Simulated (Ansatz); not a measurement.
Reactions of C$_{2}$H$_{2}$F$_{4}$, SMILES `FCC(F)(F)F`.

Calculated with Ansatz (gas phase, PBE0-D4/def2-TZVP geometries, no zero-point term in ΔE). CCSD(T)/CBS is the MP2 limit (def2-TZVPP, def2-QZVPP) plus CCSD(T) − MP2 in def2-TZVPP, frozen cores. This one scheme is used for every species. DFT in def2-TZVPP. B3LYP here is the variant with VWN-RPA as its local correlation; programs differ in this. Each species was taken in one conformer, which may not be the lowest.

```json
{"reaction": "`FCC(F)(F)F` + `NCF` → `FCNCF` + trifluoromethane", "MP2/CBS(def2) (kJ/mol)": "7", "r2SCAN-D4 (kJ/mol)": "9", "B3LYP-D4 (kJ/mol)": "4"}
{"reaction": "`FCC(F)(F)F` + H₂ → `FCC(F)F` + H–F", "MP2/CBS(def2) (kJ/mol)": "-57", "r2SCAN-D4 (kJ/mol)": "-32", "B3LYP-D4 (kJ/mol)": "-45"}
{"reaction": "`FCC(F)(F)F` → trifluoromethane + `[CH]F`", "MP2/CBS(def2) (kJ/mol)": "399", "r2SCAN-D4 (kJ/mol)": "398", "B3LYP-D4 (kJ/mol)": "371"}
{"reaction": "`FCC(F)(F)F` + CH₄ → `CC(F)(F)CF` + H–F", "MP2/CBS(def2) (kJ/mol)": "-23", "r2SCAN-D4 (kJ/mol)": "4", "B3LYP-D4 (kJ/mol)": "-2"}
```

Question: Give the CCSD(T)/CBS values in the same order. (Estimate.)

Answer: Computed: 9, -54, 374, -17 kJ/mol.

Largest T1 diagnostic: 0.018, for `[CH]F`.
